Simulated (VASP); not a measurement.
# CdTe: zone-centre modes, functional by functional, part 3 of 3

How much do the zone-centre frequencies of CdTe depend on the functional? The starting structure is a measured crystal structure from the Crystallography Open Database.

VASP 6.6.1.

Results so far: LDA T2 149.2 cm⁻¹; LDA at the measured cell T2 141.8 cm⁻¹; PBEsol T2 142.2 cm⁻¹; PBE T2 131.1 cm⁻¹; PBEsol + D3(BJ) T2 151.7 cm⁻¹; r2SCAN T2 137.3 cm⁻¹.

**8. Modes with r2SCAN + rVV10**

Level of this step: r2SCAN with rVV10; plane waves and PAW (Te, Cd) (VASP).

rVV10 adds a nonlocal correlation energy for dispersion. The cell comes from a relaxation at this level, not shown (69.42 Å³).

The input, INCAR:

```
SYSTEM = CdTe
PREC = Accurate
ENCUT = 450
EDIFF = 1E-08
NELM = 100
ISMEAR = 0
SIGMA = 0.03
LREAL = .FALSE.
ALGO = Normal
METAGGA = R2SCAN
LUSE_VDW = .TRUE.
IVDW_NL = 2
BPARAM = 11.95
CPARAM = 0.0093
LASPH = .TRUE.
NBANDS = 15
LORBIT = 11
LWAVE = .FALSE.
LCHARG = .FALSE.
KPAR = 2
IBRION = 6
NFREE = 2
POTIM = 0.015
NSW = 1
ISIF = 2
```

The input, POSCAR:

```
CdTe
1.0
    0.0000000000      3.2620208018      3.2620208018
    3.2620208018      0.0000000000      3.2620208018
    3.2620208018      3.2620208018      0.0000000000
Te Cd
1 1
Direct
    0.7500000000      0.7500000000      0.7500000000
    0.0000000000      0.0000000000      0.0000000000
```

The input, KPOINTS:

```
Automatic mesh
0
Gamma
6 6 6
0 0 0
```

The projector-augmented-wave data sets are Te and Cd (PBE family, release 64).

On the command line:

```console
mpirun -np 2 vasp_std
```

The program printed:

```text
[banner, memory and clock lines left out]
running    2 mpi-ranks, on    1 nodes
[...]
|                                                                             |
|               ----> ADVICE to this user running VASP <----                  |
|                                                                             |
|     You have switched on vdW-DFT.                                           |
|     This routine was written and supplied by Jiri Klimes. We recommend      |
|     that you carefully read and cite the following publications:            |
|       J. Klimes, D.R. Bowler, A. Michelides                                 |
|          J. Phys.: Cond Matt. 22 022201 (2010)                              |
|       J. Klimes, D.R. Bowler, A. Michelides                                 |
|          Phys. Rev. B. 83, 195131 (2011)                                    |
|     and references therein.                                                 |
|                                                                             |

[...]
Total rVV10 correction in eV:      0.6360950    24.0396417
Total rVV10 correction in eV:      0.6360950    24.0396417
DAV:  16    -0.460001667796E+02   -0.41686E-07   -0.47210E-08   522   0.201E-03    0.769E-04
Total rVV10 correction in eV:      0.6360943    24.0396417
Total rVV10 correction in eV:      0.6360943    24.0396417
DAV:  17    -0.460001668331E+02   -0.53483E-07   -0.40432E-09   296   0.531E-04    0.368E-04
Total rVV10 correction in eV:      0.6360934    24.0396417
Total rVV10 correction in eV:      0.6360934    24.0396417
DAV:  18    -0.460001668367E+02   -0.35886E-08   -0.42039E-10   261   0.181E-04
Total rVV10 correction in eV:      0.6360932    24.0396417
Total rVV10 correction in eV:      0.6360932    24.0396417
Total rVV10 correction in eV:      0.6360933    24.0396417
Total rVV10 correction in eV:      0.6360933    24.0396417
   1 F= -.46000167E+02 E0= -.46000167E+02  d E =-.925002E-15
[... from here on, the cycles between the ionic steps are left out ...]
   2 F= -.45999676E+02 E0= -.45999676E+02  d E =-.140967E-13
   3 F= -.45999675E+02 E0= -.45999675E+02  d E =-.140679E-13
   4 F= -.45999675E+02 E0= -.45999675E+02  d E =-.140544E-13
   5 F= -.45999675E+02 E0= -.45999675E+02  d E =-.140417E-13
 Finite differences progress:
  Degree of freedom:   2/  2
  Displacement:        2/  2
  Total:               4/  4
```

Run time: 5.6 min. Hardware: 2 MPI ranks of AMD EPYC 7R43, shared host; peak memory 0.61 GiB.

From OUTCAR (step 8):

```text
  Total        0.0132339      0.0143957      0.0143957      0.0000000      0.0894228      0.0000000
  in kB        0.3054271      0.3322415      0.3322415      0.0000000      2.0638042      0.0000000
  external PRESSURE =       0.3233034 kB  Pullay stress =       0.0000000 kB

 POSITION                                       TOTAL-FORCE (eV/Angst)
 -----------------------------------------------------------------------------------
      4.89303      4.89303      4.89303        -0.065631     -0.000000     -0.000000
     -0.01500      0.00000      0.00000         0.065631      0.000000      0.000000
 -----------------------------------------------------------------------------------
    total drift:                               -0.000141      0.000000      0.000000

  FREE ENERGIE OF THE ION-ELECTRON SYSTEM (eV)
  ---------------------------------------------------
  free  energy   TOTEN  =       -45.9996750334 eV

  energy  without entropy=      -45.9996750334  energy(sigma->0) =      -45.99967503

[... 1 part as in an earlier step ...]

[... 2 further parts left out ...]
[key lines of the parts left out:]
E-fermi :   2.0645
```

With r2SCAN + rVV10 the mode is T2 141.2 cm⁻¹, -8.0 cm⁻¹ from LDA.

**9. Modes with HSE06**

HSE06 mixes in a quarter of exact exchange at short range, at far higher cost; in semiconductors this cures much of the gap error, while metals seldom gain. This run uses a 4×4×4 mesh. The cell comes from a relaxation at this level, not shown (70.81 Å³). Its starting orbitals come from a semilocal run on the same mesh, not shown.

Edit INCAR of step 8 so:

```diff
@@ -9,9 +9,9 @@
 ALGO = Normal
-METAGGA = R2SCAN
-LUSE_VDW = .TRUE.
-IVDW_NL = 2
-BPARAM = 11.95
-CPARAM = 0.0093
+LHFCALC = .TRUE.
+AEXX = 0.25
+GGA = PE
+HFSCREEN = 0.2
 LASPH = .TRUE.
 NBANDS = 15
+PRECFOCK = Fast
 LORBIT = 11
```

The input, POSCAR:

```
CdTe
1.0
    0.0000000000      3.2836973703      3.2836973703
    3.2836973703      0.0000000000      3.2836973703
    3.2836973703      3.2836973703      0.0000000000
Te Cd
1 1
Direct
    0.7500000000      0.7500000000      0.7500000000
    0.0000000000      0.0000000000      0.0000000000
```

The input, KPOINTS:

```
Automatic mesh
0
Gamma
4 4 4
0 0 0
```

On the command line:

```console
mpirun -np 2 vasp_std
```

The program printed:

```text
[banner, memory and clock lines left out]
running    2 mpi-ranks, on    1 nodes
[...]
LDA part: xc-table for (Slater+PW92), standard interpolation
 found WAVECAR, reading the header
 POSCAR, INCAR and KPOINTS ok, starting setup
[...]
reading WAVECAR
 the WAVECAR file was read successfully
 initial charge from wavefunction
 entering main loop
       N       E                     dE             d eps       ncg     rms          rms(c)
DAV:   1    -0.601085818813E+01   -0.60109E+01   -0.13480E+00   240   0.977E+00    0.948E+00
DAV:   2    -0.601503862476E+01   -0.41804E-02   -0.71988E-02   268   0.320E+00    0.625E+00
DAV:   3    -0.601266559292E+01    0.23730E-02   -0.72478E-03   289   0.100E+00    0.383E+00
DAV:   4    -0.601215020390E+01    0.51539E-03   -0.86922E-04   275   0.269E-01    0.230E+00
[...]
DAV:  16    -0.601203245023E+01   -0.53379E-07   -0.52106E-09   204   0.580E-04    0.464E-03
DAV:  17    -0.601203249171E+01   -0.41480E-07   -0.31652E-09   204   0.512E-04    0.276E-03
DAV:  18    -0.601203250105E+01   -0.93380E-08   -0.17067E-09   197   0.441E-04
   1 F= -.60120325E+01 E0= -.60120325E+01  d E =-.124852E-10
[... from here on, the cycles between the ionic steps are left out ...]
   2 F= -.60115723E+01 E0= -.60115723E+01  d E =-.636675E-21
   3 F= -.60115724E+01 E0= -.60115724E+01  d E =-.654394E-21
   4 F= -.60115724E+01 E0= -.60115724E+01  d E =-.654783E-21
   5 F= -.60115723E+01 E0= -.60115723E+01  d E =-.653765E-21
 Finite differences progress:
  Degree of freedom:   2/  2
  Displacement:        2/  2
  Total:               4/  4
```

The job ended after 29 min (2 MPI ranks; peak memory 0.51 GiB; 58 min of CPU time).

From OUTCAR (step 9):

```text
  Total        0.0021035      0.0034181      0.0034181      0.0000000      0.0765909      0.0000000
  in kB        0.0475930      0.0773342      0.0773342      0.0000000      1.7328795      0.0000000
  external PRESSURE =       0.0674205 kB  Pullay stress =       0.0000000 kB

 POSITION                                       TOTAL-FORCE (eV/Angst)
 -----------------------------------------------------------------------------------
      4.92555      4.92555      4.92555        -0.061088     -0.000000     -0.000000
     -0.01500      0.00000      0.00000         0.061088      0.000000      0.000000
 -----------------------------------------------------------------------------------
    total drift:                               -0.000097     -0.000003     -0.000006

  FREE ENERGIE OF THE ION-ELECTRON SYSTEM (eV)
  ---------------------------------------------------
  free  energy   TOTEN  =        -6.0115722568 eV

  energy  without entropy=       -6.0115722568  energy(sigma->0) =       -6.01157226

[... 3 further parts left out ...]
[key lines of the parts left out:]
E-fermi :   1.6941
```

With HSE06 the mode is T2 136.1 cm⁻¹, -13.1 cm⁻¹ from LDA.

**10. Comparison**

```csv
run,T2,method,core minutes
LDA,149.2,perturbation theory,4.67
LDA at the measured cell,141.8,perturbation theory,4.6
PBEsol,142.2,perturbation theory,5.23
PBE,131.1,perturbation theory,5.37
PBEsol + D3(BJ),151.7,finite displacements,1.37
r2SCAN,137.3,finite displacements,6.63
r2SCAN + rVV10,141.2,finite displacements,11.2
HSE06,136.1,finite displacements,58.2
```

Modes are in cm⁻¹, degenerate ones as one, matched between runs by symmetry and order. A number in brackets counts the listed modes of one symmetry from the lowest. The symmetry labels come from an automatic analysis and can be wrong where levels nearly coincide. Core minutes are wall time times ranks of the run shown, on a shared host.

**11. Summary of results**

```yaml
t2_lda: 149.2 cm⁻¹
t2_lda_at_the_measured_cell: 141.8 cm⁻¹
t2_pbesol: 142.2 cm⁻¹
t2_pbe: 131.1 cm⁻¹
t2_pbesol_d3_bj: 151.7 cm⁻¹
t2_r2scan: 137.3 cm⁻¹
t2_r2scan_rvv10: 141.2 cm⁻¹
t2_hse06: 136.1 cm⁻¹
```

On the cells relaxed at each level, the T2 mode of CdTe lies between 131 cm⁻¹ (PBE) and 152 cm⁻¹ (PBEsol + D3(BJ)). Taking the measured cell, +2.9 % in volume, instead of the one relaxed with LDA moves T2 by -7.4 cm⁻¹. Some levels use perturbation theory and the others finite displacements, so their times can't be compared. LASPH is on in some of these runs and off in others, which adds a little to the differences. The dielectric constants and Born charges in the logs aren't compared here; at a small gap they can be far off, and in a run without a gap they mean nothing. HSE06 ran on a coarser mesh (4×4×4), which moves cell and modes too. The frequencies are harmonic, and the splitting of polar modes by their long-range field is left out. Further runs on this material are not shown.

[Lines on the potential files, build, host, timing and source positions are cut from VASP's logs without a mark.]

[Logs are printed without paths, hosts, clocks, repeated set-up lines and the standing remarks that a program may print on its own settings, such as how far it seeks lower states.]

[Hosts, paths, dates, database ids (printed as entryN), source tags and the programs' standing remarks are cut or masked in the printed files.]
